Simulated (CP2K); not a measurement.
# Cu under changes of volume

One of the cells (11.994 Å³/atom); the others are scaled copies at fixed shape and fractional positions:

```
CELL_PARAMETERS angstrom
4.15887 0.00000 0.00000
-3.44491 2.32999 0.00000
0.00000 0.00000 2.47550
ATOMIC_POSITIONS crystal
Cu 0.86613 0.13387 0.75000
Cu 0.13387 0.86613 0.25000
```

This isn't the form of Cu at room conditions, which is fcc.

| Item | Value |
| --- | --- |
| Program | CP2K 2026.2 |
| Functional | PBEsol |
| Potentials or basis | POTENTIAL_UZH Cu GTH-PBE-q11; TZVP-MOLOPT-PBE-GTH basis |
| Density cutoff | 6123 eV |
| k mesh | 11 × 11 × 11 |
| Occupations | fermi-dirac, width 0.05 eV |
| Spin | no spin polarisation |

| volume (Å³/atom) | energy over the lowest point (meV/atom) | pressure (GPa) | largest force (eV/Å) |
| --- | --- | --- | --- |
| 11.274 | ? | ? | ? |
| 11.514 | 11.44 | 7.6 | 0.055 |
| 11.754 | 3.05 | 3.8 | 0.024 |
| 11.994 | 0.00 | 0.4 | 0.004 |
| 12.234 | 1.70 | -2.6 | 0.029 |
| 12.474 | 7.07 | -5.2 | 0.055 |
| 12.714 | 18.25 | -7.6 | 0.076 |

Question: What does the run at 11.274 Å³/atom give?

Answer: Energy over the lowest point 25.87 meV/atom; pressure 11.8 GPa; largest force 0.088 eV/Å.

Worked out: A Birch-Murnaghan fit of order 3 (a polynomial in V^(-2/3)) to the other rows has its minimum at 12.04 Å³/atom with B0 = V·E''(V) = 159 GPa (rough, since the energies scatter) at fixed shape and positions, which overstates the stiffness. It gives 24.25 meV/atom at 11.274 Å³/atom, against the run's 25.87, and -dE/dV = 10.2 GPa, against 11.8.

Energies are extrapolated to zero smearing.

Caveats: the potentials were made for another functional, which shifts forces and pressure; the basis of atomic orbitals isn't converged, which shifts pressures, moduli and gaps.
